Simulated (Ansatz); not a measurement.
Input:

ZrO2:
Space group P2₁/c (No. 14); a = 5.0853 Å, b = 5.1810 Å, c = 5.2411 Å, α = γ = 90.00°, β = 99.53°

```tsv
atom	site	symmetry	x	y	z
Zr	4e	1	0.2777	0.0425	0.2093
O	4e	1	0.0725	0.3413	0.3372
O	4e	1	0.5523	0.2581	0.0185
```

This is the LDA-relaxed structure.

**Question.** All from LDA (plane waves, PAW; program Ansatz), unless another level is named. Estimate the smallest direct gap on the standard path.

**Answer.** 3.69 eV.

**Question.** Give the electron effective mass.

**Answer.** 0.91, 0.96, 9.8 mₑ (principal values).

**Question.** What about the band gap?

**Answer.** 3.60 eV (indirect).

Space group P2_1/c. The cell was relaxed with LDA under the symmetry of its start. No spin polarisation was allowed. Spin–orbit coupling is left out wherever it is not named.

Potentials: the later of the program's two PAW sets.
